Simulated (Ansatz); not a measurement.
**NbC: how the settings move a relaxation**

How sensitive is a relaxation of NbC to its settings? A reference run comes first, then one run with altered input.

Method: reference: DFT, PBEsol, PAW with Ansatz's default frozen-core files, scalar-relativistic; relaxation of cell and atoms, in Ansatz 0.2.0.

1 further run of the same task is left out (set aside as unsound or not needed).

## Step 1: The structure to begin with

The structure is cubic, space group Fm-3m (No. 225). The conventional cell has a = 4.469 Å, b = 4.469 Å, c = 4.469 Å, α = 90.00°, β = 90.00°, γ = 90.00°. Nb (site symmetry m-3m) is surrounded by 6 C at 2.23 Å. C (site symmetry m-3m) is surrounded by 6 Nb at 2.23 Å.

Structure file:

```cif
data_structure
_symmetry_space_group_name_H-M 'P 1'
_symmetry_Int_Tables_number 1
_cell_length_a 3.1601
_cell_length_b 3.1601
_cell_length_c 3.1601
_cell_angle_alpha 60.000
_cell_angle_beta 60.000
_cell_angle_gamma 60.000
_cell_volume 22.32
loop_
_atom_site_label
_atom_site_type_symbol
_atom_site_fract_x
_atom_site_fract_y
_atom_site_fract_z
_atom_site_occupancy
Nb1 Nb 0.00000 0.00000 0.00000 1
C1 C 0.50000 0.50000 0.50000 1
```

## Step 2: Reference

input.yaml reads:

```yaml
crystal:
  lattice:
    - [0.0, 2.23455, 2.23455]
    - [2.23455, 0.0, 2.23455]
    - [2.23455, 2.23455, 0.0]
  atoms:
    - { symbol: Nb, position: [0.0, 0.0, 0.0] }
    - { symbol: C, position: [0.5, 0.5, 0.5] }
kpoints:
  mp_grid: { grid: [16, 16, 16] }
scf:
  occupations: { method: fermi_dirac, width: 0.05 }
hamiltonian:
  xc: pbesol
  pseudopotentials: { kind: paw }
relax:
  f_tol: 0.002
  max_steps: 80
  cell: {}
output:
  forces: true
  stress: true
```

Started as:

```console
$ ansatz run input.yaml --threads 1 --pin off --max-ram 3072MiB --backend cpu --events-out ev --progress --plain --runs-dir out
```

## Step 3: Changing settings: occupations.method cold, occupations.width 0.3, mixing.algorithm anderson, mixing.beta 0.9, mixing.ndim 16, ecutwfc 700 eV

input.yaml, as its differences from that of step 2:

```diff
@@ -11,3 +11,4 @@
 scf:
-  occupations: { method: fermi_dirac, width: 0.05 }
+  occupations: { method: cold, width: 0.3 }
+  mixing: { algorithm: anderson, beta: 0.9, ndim: 16 }
 hamiltonian:
@@ -22 +23,3 @@
   stress: true
+basis:
+  ecutwfc: "700 eV"
```

Q: Predict the outcome of this session. Wanted: for each run, ending; energy change; pressure; gap; force.

The runs gave:

| run | ending | energy change | pressure (GPa) | gap (eV) | force (eV/Å) | cycles | time |
| --- | --- | --- | --- | --- | --- | --- | --- |
| reference | converged | 0 | 0.0 | 0.00 | 0.00 | 39 | 8.5 s |
| 1: occupations.method cold, occupations.width 0.3, mixing.algorithm anderson, mixing.beta 0.9, mixing.ndim 16, ecutwfc 700 eV | converged | -1.3 meV/atom (σ→0) | 0.0 | 0.00 | 0.00 | 20 | 10 s |

**Reading.** Changing the smearing, mixing and cutoff moves the energy by -1.3 meV/atom (σ→0 values). More than one kind of setting changed, and this run alone doesn't tell their shares apart.
